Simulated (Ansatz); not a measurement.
Geometry optimisation, Ansatz, DFT PBE, scalar-relativistic, plane waves, PAW.

Input file:

```yaml
crystal:
  lattice:
    - [6.974579, 0.0, 0.0]
    - [0.0, 5.750679, 0.0]
    - [0.0, 0.0, 18.743249]
  atoms:
    - { symbol: Ba, position: [0.66309, 0.4965861, 0.1405781] }
    - { symbol: Ti, position: [0.5, 0.9814962, 0.0533525] }
    - { symbol: O, position: [0.3359, 0.7651112, 0.0958378] }
    - { symbol: O, position: [0.9902801, 0.7651112, 0.1853184] }
    - { symbol: O, position: [0.66309, 0.0117952, 0.1405781] }
    - { symbol: Ba, position: [0.0, 0.9965862, 0.0533525] }
    - { symbol: Ti, position: [0.16309, 0.4814962, 0.1405781] }
    - { symbol: O, position: [0.99899, 0.2651112, 0.1830634] }
    - { symbol: O, position: [0.32719, 0.2651112, 0.0980928] }
    - { symbol: O, position: [0.0, 0.5117952, 0.0533525] }
    - { symbol: Ba, position: [0.9892701, 0.4965861, 0.3150292] }
    - { symbol: Ti, position: [0.8261801, 0.9814962, 0.2278037] }
    - { symbol: O, position: [0.6620801, 0.7651112, 0.2702889] }
    - { symbol: O, position: [0.3164602, 0.7651112, 0.3597695] }
    - { symbol: O, position: [0.9892701, 0.0117952, 0.3150292] }
    - { symbol: Ba, position: [0.3261801, 0.9965862, 0.2278037] }
    - { symbol: Ti, position: [0.4892701, 0.4814962, 0.3150292] }
    - { symbol: O, position: [0.3251701, 0.2651112, 0.3575145] }
    - { symbol: O, position: [0.6533701, 0.2651112, 0.2725439] }
    - { symbol: O, position: [0.3261801, 0.5117952, 0.2278037] }
    - { symbol: Ba, position: [0.391853, 0.5222515, 0.5160924] }
basis:
  ecutwfc: 420.0
kpoints:
  mp_grid: { grid: [2, 2, 1] }
hamiltonian:
  xc: pbe
  pseudopotentials: { kind: paw, azcp: { folder: soft_1 } }
scf:
  occupations: { method: gaussian, width: 0.05 }
  lower_state_search: "off"
relax:
  f_tol: 0.03
  max_steps: 60
  adjacent_minimum: "off"
  constraints: [{ sites: [1, 2, 5, 8, 9] }]
```

Command:

```bash
$ ansatz run input.yaml --threads 2 --pin off --max-ram 5120MiB --backend cpu --events-out ev --progress --plain --runs-dir out
```

Question: Where does it end, and by what steps?

Answer: The run converged. The force dipped under the threshold on the way, but the program's further checks kept it going. Limits of this set-up: coarse k mesh, thin slab, slab without dipole correction. After 26 steps the energy has fallen by 7.767 eV; O14 moved furthest, 3.16 Å. Parted: O14–Ba16 (2.81 → 4.86 Å).

```tsv
step	energy less start (eV)	largest force component (eV/Å)	accepted
0	0.0000	5.383	yes
1	-2.8463	4.194	yes
2	-4.7277	2.638	yes
3	-5.7315	2.213	yes
4	-6.3319	0.826	yes
5	-6.6352	0.490	yes
6	-6.7530	0.656	yes
7	-6.8042	0.915	yes
8	-6.8411	0.161	yes
9	-6.8915	0.253	yes
10	-6.9481	0.377	yes
11	-7.0135	0.669	yes
12	-7.1075	0.682	yes
13	-7.2149	0.513	yes
14	-7.3179	0.299	yes
15	-7.4036	0.368	yes
16	-7.5050	0.273	yes
17	-7.6000	0.162	yes
18	-7.6700	0.137	yes
19	-7.7168	0.213	yes
20	-7.7534	0.114	yes
21	-7.7542	0.205	yes
22	-7.7644	0.104	yes
23	-7.7649	0.096	yes
24	-7.7663	0.059	yes
25	-7.7668	0.027	yes
26	-7.7668	0.027	yes
```

```xyz
21
Lattice="6.9746 0.0000 0.0000 0.0000 5.7507 0.0000 0.0000 0.0000 18.7432" Properties=species:S:1:pos:R:3
Ba 4.643 2.855 2.666
Ti 3.487 5.644 1.000
O 2.343 4.400 1.796
O 7.021 4.412 3.351
O 4.782 -0.016 2.137
Ba 0.000 5.731 1.000
Ti 1.012 2.837 2.450
O 6.989 1.508 3.415
O 2.282 1.525 1.839
O 0.000 2.943 1.000
Ba 7.215 2.773 6.028
Ti 6.019 5.639 4.481
O 4.741 4.337 4.934
O 4.968 2.986 7.354
O 7.135 -0.081 5.820
Ba 2.390 5.733 4.291
Ti 3.815 2.731 5.844
O 2.533 2.020 7.021
O 4.708 1.383 4.953
O 2.452 3.033 4.494
Ba 3.803 1.883 8.992
```

Whether the end is a true minimum wasn't checked by a vibrational analysis.

The run took 5.5 min on 2 threads of Arm Neoverse V1, on a shared host, peak memory 1.3 GiB.
